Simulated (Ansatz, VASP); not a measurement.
# AlN (AlN (P6_3mc)): VASP beside Ansatz

Wanted: the spread between two codes on one cell, functional and k mesh. The cell is taken from a series of runs on this material, whose earlier steps may have relaxed, scaled, displaced or heated it; both programs get it as it stands.

Main program and level: Ansatz 0.2.0; plane waves, with VASP 6.6.1 beside it; single point at HSE06 form with 40 % exact exchange with an exact-exchange share of 0.4.

### 1. The structure

The structure is hexagonal, space group P6_3mc (No. 186). Conventional cell: a = 3.114 Å, b = 3.114 Å, c = 4.984 Å, α = 90.00°, β = 90.00°, γ = 120.00°. Al has 4 N at 1.89 to 1.90 Å nearest. Nearest to N lie 4 Al at 1.89 to 1.90 Å. Farther neighbours and most contacts between anions are not listed.

Structure file:

```xyz
16
Lattice="-4.6704 2.6965 4.9837 4.6704 -2.6965 4.9837 1.5568 2.6965 -4.9837" Properties=species:S:1:pos:R:3 pbc="T T T"
Al   -1.5570    0.8989    2.4871
Al    1.5566    0.8989    2.4871
Al   -3.1138    3.5954    2.4871
Al   -1.5570    0.8989    7.4707
Al    0.0002    1.7975   -0.0048
Al    1.5570   -0.8989    4.9789
Al   -3.1134    1.7975    4.9789
Al    0.0002    1.7975    4.9789
N     1.5574    0.8985   -0.5933
N     3.1142   -1.7980    4.3904
N    -1.5562    0.8985    4.3904
N     1.5574    0.8985    4.3904
N     1.5562   -0.8985    1.8986
N     4.6698   -0.8985    1.8986
N    -0.0006    1.7980    1.8986
N     1.5562   -0.8985    6.8823
```

### 2. VASP: single point, HSE06 form with 40 % exact exchange with an exact-exchange share of 0.4

A single point gives forces, pressure and levels at one fixed geometry, so differences don't come from the geometry; what else differs is listed under the comparison.

Lines of VASP's logs that name or quote its potential files are left out, and so is its time.

The run reads the wave functions of an earlier VASP run, which isn't shown here.

Input file INCAR:

```
SYSTEM = AlN
PREC = Accurate
ENCUT = 520
EDIFF = 1E-06
NELM = 100
ISMEAR = 0
SIGMA = 0.01
LREAL = .FALSE.
ALGO = Normal
LHFCALC = .TRUE.
AEXX = 0.4
GGA = PE
HFSCREEN = 0.208
LASPH = .TRUE.
NBANDS = 48
PRECFOCK = Fast
LORBIT = 11
LWAVE = .FALSE.
LCHARG = .FALSE.
ISIF = 2
ISYM = 0
```

Input file POSCAR:

```
AlN
1.0
   -4.6704110617      2.6964630270      4.9836768000
    4.6704110617     -2.6964630270      4.9836768000
    1.5568036517      2.6964630790     -4.9836768000
Al N
8 8
Direct
    0.4162100000      0.0828300000      0.0000000000
    0.4162100000      0.5828300000      0.5000000000
    0.9162100000      0.0828300000      0.5000000000
    0.9162100000      0.5828300000      0.0000000000
    0.3328300000      0.1662100000      0.5000000000
    0.3328300000      0.6662100000      0.0000000000
    0.8328300000      0.1662100000      0.0000000000
    0.8328300000      0.6662100000      0.5000000000
    0.1070800000      0.2738800000      0.5000000000
    0.1070800000      0.7738800000      0.0000000000
    0.6070800000      0.2738800000      0.0000000000
    0.6070800000      0.7738800000      0.5000000000
    0.0238800000      0.3570800000      0.0000000000
    0.0238800000      0.8570800000      0.5000000000
    0.5238800000      0.3570800000      0.5000000000
    0.5238800000      0.8570800000      0.0000000000
```

Input file KPOINTS:

```
Automatic mesh
0
Gamma
2 2 2
0.25 0.25 0.25
```

PAW data sets: Al and N (PBE family, release 64).

Launch:

```bash
> export OMP_NUM_THREADS=3
> mpirun -np 1 vasp_std
```

Numbers of over 12 decimals in the logs are rounded to 6 here.

Output:

```text
[banner, memory and clock lines left out]
running    1 mpi-ranks, on    1 nodes
 distrk:  each k-point on    1 cores,    1 groups
 distr:  one band on    1 cores,    1 groups
 Offloading initialized ...    1 GPUs detected
 POSCAR found type information on POSCAR AlN
 POSCAR found :  2 types and      16 ions
 LDA part: xc-table for (Slater+PW92), standard interpolation
|                                                                             |
|           W    W    AA    RRRRR   N    N  II  N    N   GGGG   !!!           |
|           W    W   A  A   R    R  NN   N  II  NN   N  G    G  !!!           |
|           W    W  A    A  R    R  N N  N  II  N N  N  G       !!!           |
|           W WW W  AAAAAA  RRRRR   N  N N  II  N  N N  G  GGG   !            |
|           WW  WW  A    A  R   R   N   NN  II  N   NN  G    G                |
|           W    W  A    A  R    R  N    N  II  N    N   GGGG   !!!           |
|                                                                             |
|     Your generating k-point grid is not commensurate with the symmetry      |
|     of the lattice. This can cause slow convergence with respect to         |
|     k-points for HF-type calculations.                                      |
|     Suggested SOLUTIONS:                                                    |
|      ) If not already the case, use automatic k-point generation,           |
|      ) and/or shift your grid to Gamma (G) (e.g. required for               |
|        hexagonal, fcc, and fcc-orthorhombic lattices).                      |
|      ) and/or set KBLOWUP = .FALSE.                                         |
|                                                                             |

 found WAVECAR, reading the header
 POSCAR, INCAR and KPOINTS ok, starting setup
 FFT: planning ... GRIDC
 FFT: planning ... GRID_SOFT
 FFT: planning ... GRID
 reading WAVECAR
 the WAVECAR file was read successfully
 initial charge from wavefunction
 entering main loop
       N       E                     dE             d eps       ncg     rms          rms(c)
DAV:   1    -0.152308826849E+03   -0.15231E+03   -0.98633E+00  1040   0.126E+01    0.553E+01
DAV:   2    -0.152408854131E+03   -0.10003E+00   -0.26296E-01   976   0.233E+00    0.400E+01
DAV:   3    -0.152394726452E+03    0.14128E-01   -0.56728E-03   848   0.390E-01    0.245E+01
DAV:   4    -0.152387972779E+03    0.67537E-02   -0.19626E-03   896   0.173E-01    0.145E+01
DAV:   5    -0.152386033608E+03    0.19392E-02   -0.10618E-03   896   0.118E-01    0.836E+00
DAV:   6    -0.152385396428E+03    0.63718E-03   -0.21242E-04   944   0.628E-02    0.471E+00
DAV:   7    -0.152385172108E+03    0.22432E-03   -0.74148E-05   928   0.445E-02    0.266E+00
DAV:   8    -0.152385100485E+03    0.71623E-04   -0.27059E-05  1008   0.266E-02    0.149E+00
DAV:   9    -0.152385077921E+03    0.22564E-04   -0.63789E-06   848   0.130E-02    0.846E-01
DAV:  10    -0.152385069608E+03    0.83130E-05   -0.25226E-06   624   0.735E-03    0.478E-01
DAV:  11    -0.152385067202E+03    0.24057E-05   -0.12101E-06   512   0.523E-03    0.270E-01
DAV:  12    -0.152385066605E+03    0.59727E-06   -0.51228E-07   512   0.333E-03
   1 F= -.15238507E+03 E0= -.15238507E+03  d E =-.522273E-50
```

OUTCAR, selected parts (step 2):

```text
ion  position               nearest neighbor table
   1  0.416  0.083  0.000-  15 1.89  14 1.89  16 1.89  11 1.90   6 3.07   7 3.07   8 3.07   5 3.07
                             5 3.07   8 3.07   4 3.11   4 3.11   2 3.11   2 3.11   3 3.11   3 3.11
   2  0.416  0.583  0.500-  16 1.89  13 1.89  15 1.89  12 1.90   5 3.07   8 3.07   7 3.07   6 3.07
                             6 3.07   7 3.07   3 3.11   3 3.11   1 3.11   1 3.11   4 3.11   4 3.11
   3  0.916  0.083  0.500-  13 1.89  16 1.89  14 1.89   9 1.90   5 3.07   8 3.07   6 3.07   7 3.07
                             7 3.07   6 3.07   2 3.11   2 3.11   4 3.11   4 3.11   1 3.11   1 3.11
   4  0.916  0.583  0.000-  14 1.89  15 1.89  13 1.89  10 1.90   6 3.07   7 3.07   5 3.07   8 3.07
                             8 3.07   5 3.07   1 3.11   1 3.11   3 3.11   3 3.11   2 3.11   2 3.11
   5  0.333  0.166  0.500-  10 1.89  11 1.89   9 1.89  15 1.90   2 3.07   3 3.07   4 3.07   1 3.07
                             4 3.07   1 3.07   8 3.11   8 3.11   6 3.11   6 3.11   7 3.11   7 3.11
   6  0.333  0.666  0.000-   9 1.89  12 1.89  10 1.89  16 1.90   1 3.07   4 3.07   3 3.07   2 3.07
                             2 3.07   3 3.07   7 3.11   7 3.11   5 3.11   5 3.11   8 3.11   8 3.11
   7  0.833  0.166  0.000-  12 1.89   9 1.89  11 1.89  13 1.90   1 3.07   4 3.07   2 3.07   3 3.07
                             3 3.07   2 3.07   6 3.11   6 3.11   8 3.11   8 3.11   5 3.11   5 3.11
   8  0.833  0.666  0.500-  11 1.89  10 1.89  12 1.89  14 1.90   2 3.07   3 3.07   1 3.07   4 3.07
                             1 3.07   4 3.07   5 3.11   5 3.11   7 3.11   7 3.11   6 3.11   6 3.11
   9  0.107  0.274  0.500-   6 1.89   7 1.89   5 1.89   3 1.90
  10  0.107  0.774  0.000-   5 1.89   8 1.89   6 1.89   4 1.90
  11  0.607  0.274  0.000-   8 1.89   5 1.89   7 1.89   1 1.90
  12  0.607  0.774  0.500-   7 1.89   6 1.89   8 1.89   2 1.90
  13  0.024  0.357  0.000-   3 1.89   2 1.89   4 1.89   7 1.90
  14  0.024  0.857  0.500-   4 1.89   1 1.89   3 1.89   8 1.90
  15  0.524  0.357  0.500-   1 1.89   4 1.89   2 1.89   5 1.90
  16  0.524  0.857  0.000-   2 1.89   3 1.89   1 1.89   6 1.90

 Found      8 irreducible k-points:

   k-points           NKPTS =      8   k-points in BZ     NKDIM =     16   number of bands    NBANDS=     48

   dimension x,y,z NGX =    56 NGY =   56 NGZ =   48
   dimension x,y,z NGXF=   112 NGYF=  112 NGZF=   96

   ENCUT  =  520.0 eV  38.22 Ry    6.18 a.u.  13.65 13.65 10.93*2*pi/ulx,y,z

   NELECT =      64.0000    total number of electrons

 k-points in reciprocal lattice and weights: Automatic mesh
   0.12500000  0.12500000  0.12500000       0.125
  -0.12500000 -0.12500000  0.37500000       0.125
  -0.37500000  0.12500000  0.12500000       0.125
   0.12500000 -0.37500000  0.12500000       0.125
  -0.37500000 -0.37500000  0.12500000       0.125
   0.37500000  0.37500000  0.37500000       0.125
  -0.37500000  0.12500000 -0.37500000       0.125
   0.12500000 -0.37500000 -0.37500000       0.125

  exchange ACFDT corr.  =         0.00000000  see jH, gK, PRB 81, 115126

 average (electrostatic) potential at core
       1 -65.3619       2 -65.3619       3 -65.3619       4 -65.3619       5 -65.3619
       6 -65.3619       7 -65.3619       8 -65.3619       9 -51.9305      10 -51.9305
      11 -51.9305      12 -51.9305      13 -51.9305      14 -51.9305      15 -51.9305
      16 -51.9305

 E-fermi :   4.5150

 k-point     1 :       0.1250    0.1250    0.1250
  band No.  band energies     occupation
    ...
     28       3.1390      2.00000
     29       3.7415      2.00000
     30       3.7415      2.00000
     31       3.9589      2.00000
     32       4.2676      2.00000
     33      12.1730      0.00000
     34      13.0728      0.00000
     35      13.0955      0.00000
     36      13.0955      0.00000
     37      13.7133      0.00000
    ...

 k-point     2 :      -0.1250   -0.1250    0.3750
  band No.  band energies     occupation
    ...
     28       3.1390      2.00000
     29       3.7415      2.00000
     30       3.7415      2.00000
     31       3.9589      2.00000
     32       4.2676      2.00000
     33      12.1730      0.00000
     34      13.0728      0.00000
     35      13.0955      0.00000
     36      13.0955      0.00000
     37      13.7133      0.00000
    ...

 k-point     3 :      -0.3750    0.1250    0.1250
  band No.  band energies     occupation
    ...
     28       3.6914      2.00000
     29       3.6915      2.00000
     30       3.8576      2.00000
     31       4.3113      2.00000
     32       4.4105      2.00000
     33      12.1038      0.00000
     34      12.4049      0.00000
     35      12.4049      0.00000
     36      12.6792      0.00000
     37      13.2076      0.00000
    ...

  Total       -5.5741101     -5.2634917     -4.9326366      0.2690254     -0.0080142     -0.0046395
  in kB      -53.3602603    -50.3867495    -47.2195152      2.5753465     -0.0767193     -0.0444130
  external PRESSURE =     -50.3221750 kB  Pullay stress =       0.0000000 kB

  energy-cutoff  :      520.00
  volume of cell :      167.37
      direct lattice vectors                 reciprocal lattice vectors
    -4.670411062  2.696463027  4.983676800    -0.000000002  0.185428091  0.100327533
     4.670411062 -2.696463027  4.983676800     0.160585437  0.092714047  0.100327533
     1.556803652  2.696463079 -4.983676800     0.160585435  0.278142139  0.000000000

 POSITION                                       TOTAL-FORCE (eV/Angst)
 -----------------------------------------------------------------------------------
     -1.55702      0.89895      2.48705         0.008406     -0.004835      0.011519
      1.55659      0.89895      2.48705         0.008405     -0.004835      0.011519
     -3.11383      3.59541      2.48705         0.008405     -0.004835      0.011520
     -1.55702      0.89895      7.47073         0.008406     -0.004835      0.011519
      0.00022      1.79752     -0.00478        -0.008393      0.004864      0.011519
      1.55702     -0.89895      4.97889        -0.008394      0.004863      0.011519
     -3.11339      1.79752      4.97889        -0.008393      0.004865      0.011519
      0.00022      1.79752      4.97889        -0.008394      0.004864      0.011520
      1.55743      0.89846     -0.59326         0.008918     -0.005154     -0.011549
      3.11423     -1.79800      4.39042         0.008917     -0.005153     -0.011549
     -1.55618      0.89846      4.39042         0.008917     -0.005153     -0.011549
      1.55743      0.89846      4.39042         0.008918     -0.005153     -0.011549
      1.55618     -0.89846      1.89858        -0.008930      0.005125     -0.011490
      4.66979     -0.89846      1.89858        -0.008930      0.005125     -0.011490
     -0.00062      1.79800      1.89858        -0.008930      0.005125     -0.011490
      1.55618     -0.89846      6.88226        -0.008930      0.005124     -0.011490
 -----------------------------------------------------------------------------------
    total drift:                               -0.000056     -0.000162      0.001507

  FREE ENERGIE OF THE ION-ELECTRON SYSTEM (eV)
  ---------------------------------------------------
  free  energy   TOTEN  =      -152.3850666048 eV

  energy  without entropy=     -152.3850666048  energy(sigma->0) =     -152.38506660

 total charge
# of ion       s       p       d       tot
------------------------------------------
    1        0.470   0.464   0.000   0.934
    2        0.470   0.464   0.000   0.934
    3        0.470   0.464   0.000   0.934
    4        0.470   0.464   0.000   0.934
    5        0.470   0.464   0.000   0.934
    6        0.470   0.464   0.000   0.934
    7        0.470   0.464   0.000   0.934
    8        0.470   0.464   0.000   0.934
    9        1.223   2.655   0.000   3.878
   10        1.223   2.655   0.000   3.878
   11        1.223   2.655   0.000   3.878
   12        1.223   2.655   0.000   3.878
   13        1.223   2.655   0.000   3.878
   14        1.223   2.655   0.000   3.878
   15        1.223   2.655   0.000   3.878
   16        1.223   2.655   0.000   3.878
--------------------------------------------------
tot         13.545  24.952   0.000  38.497

[... 3 further parts left out ...]
```

The run ends at a pressure of -5.03 GPa, with forces up to 0.015 eV/Å.

[end of part 1 of 2]

[Lines on the potential files, build, host, timing and source positions are cut from VASP's logs without a mark.]

[Logs are printed without paths, hosts, clocks, repeated set-up lines and the standing remarks that a program may print on its own settings, such as how far it seeks lower states.]

[Hosts, paths, dates, database ids (printed as entryN), source tags and the programs' standing remarks are cut or masked in the printed files.]
